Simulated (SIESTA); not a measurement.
**PbS: band structure with PBEsol**

The system is PbS.

```
Pb S
1.0
     4.08970    0.00000    0.00000
    -2.04485    3.54178    0.00000
     0.00000    0.00000    3.78817
Pb S
1 1
Direct
  0.00000 0.00000 0.00000
  0.66667 0.33333 0.50000
```

Measurements of this composition are mostly on another form, of space group No. 225.

- Program: SIESTA 5.4.2
- Task: band structure
- Functional: PBEsol
- Potentials or basis: PseudoDojo 0.4 standard (PBEsol files)
- Basis: DZP (energy shift 0.003 Ry; two zetas on semicore shells)
- Grid cutoff: 500 Ry
- Energy shift: 0.003 Ry
- k mesh: 8 × 8 × 7
- Occupations: fermi-dirac, width 0.05 eV
- Spin: no spin polarisation

| Item | Value |
| --- | --- |
| Pressure | -2.1 GPa |
| Band gap along the path | none (metal or under the smearing width) |

Stress tensor (GPa, compression positive):
```
-2.02  0.00  0.00
 0.00 -2.02  0.00
 0.00  0.00 -2.12
```

Levels at the corners of the path, in eV from the Fermi level:
```tsv
point	band 7	band 8	band 9	band 10	band 11	band 12	band 13	band 14
Γ	-6.45	-2.11	-1.61	-1.61	3.47	3.47	5.45	6.58
M	-8.49	-2.64	-1.80	-1.11	2.00	3.93	5.34	5.47
K	-8.60	-4.13	-0.96	0.20	1.87	3.60	3.81	8.42
Γ	-6.45	-2.11	-1.61	-1.61	3.47	3.47	5.45	6.58
A	-9.01	-0.99	-0.99	0.08	0.88	3.83	3.83	8.53
L	-7.42	-4.08	-4.05	-1.35	2.12	2.77	2.89	8.58
H	-7.12	-4.12	-3.95	-2.26	-0.39	4.28	5.87	8.04
A	-9.01	-0.99	-0.99	0.08	0.88	3.83	3.83	8.53
L	-7.42	-4.08	-4.05	-1.35	2.12	2.77	2.89	8.58
M	-8.49	-2.64	-1.80	-1.11	2.00	3.93	5.34	5.47
K	-8.60	-4.13	-0.96	0.20	1.87	3.60	3.81	8.42
H	-7.12	-4.12	-3.95	-2.26	-0.39	4.28	5.87	8.04
```

Run time: 25 s on 1 thread of Arm Neoverse V2, with other jobs on the host, peak memory 0.23 GiB.

Caveat: spin-orbit coupling is left out, which moves the levels of the heavy elements; the basis of atomic orbitals isn't converged, which shifts pressures, moduli and gaps.
